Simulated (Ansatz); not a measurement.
# NaCl: the cost of one run

Method: DFT LDA, scalar-relativistic, plane waves, PAW, in Ansatz 0.2.0.

1 further run of the same task is left out (set aside as unsound or not needed).

## (1) The structure to begin with

The structure is cubic, space group Pm-3m (No. 221). The conventional cell has a = 3.370 Å, b = 3.370 Å, c = 3.370 Å, α = 90.00°, β = 90.00°, γ = 90.00°. Around Na (site symmetry m-3m) lie 8 Cl at 2.92 Å. Cl (site symmetry m-3m) is surrounded by 8 Na at 2.92 Å.

Coordinates:

```
Na Cl
1.0
     3.36971    0.00000    0.00000
     0.00000    3.36971    0.00000
     0.00000    0.00000    3.36971
Na Cl
1 1
Cartesian
  0.0000 0.0000 0.0000
  1.6849 1.6849 1.6849
```

It goes back to an entry of the Materials Project, which need not be the stable form.

It is the result of an earlier relaxation at this level (volume 19.13 Å³/atom; gap on the mesh: 4.00 eV).

## (2) What is varied

The energy is mapped over two homogeneous strains (x along [1 0 0], y along [0 1 0], z along [0 0 1] of the conventional cell).

First coordinate, strain +e along x and -e along y: 9 values from −15.00 %. Second coordinate, strain +e along z and -e/2 along x and y: 9 values from −4 to 4 %.

Nothing else is relaxed (symmetry fixes all fractional coordinates). Energies count from the relaxed crystal. Points are written as (first, second).

## (3) The run at (−7.50 %, −4 %)

Input file input.yaml:

```yaml
crystal:
  lattice:
    - [3.1843797451, 0.0, 0.0]
    - [0.0, 3.6898368475, 0.0]
    - [0.0, 0.0, 3.2349254554]
  atoms:
    - { symbol: Na, position: [0.0, 0.0, 0.0] }
    - { symbol: Cl, position: [0.5, 0.5, 0.5] }
basis:
  ecutwfc: 340.0
kpoints:
  mp_grid: { grid: [8, 8, 8] }
hamiltonian:
  xc: lda
scf:
  occupations: { method: gaussian, width: 0.05 }
output:
  forces: true
  stress: true
  eigenvalues: true
```

The run is started by

```console
> ansatz run input.yaml --threads 1 --pin off --max-ram 2048MiB --backend cpu --events-out ev --progress --plain --runs-dir out
```

**Question.** How long does this run take on 1 thread of Arm Neoverse V2, shared host, and how much memory does it need?

About 1.7 s, with a peak of 0.3 GiB.
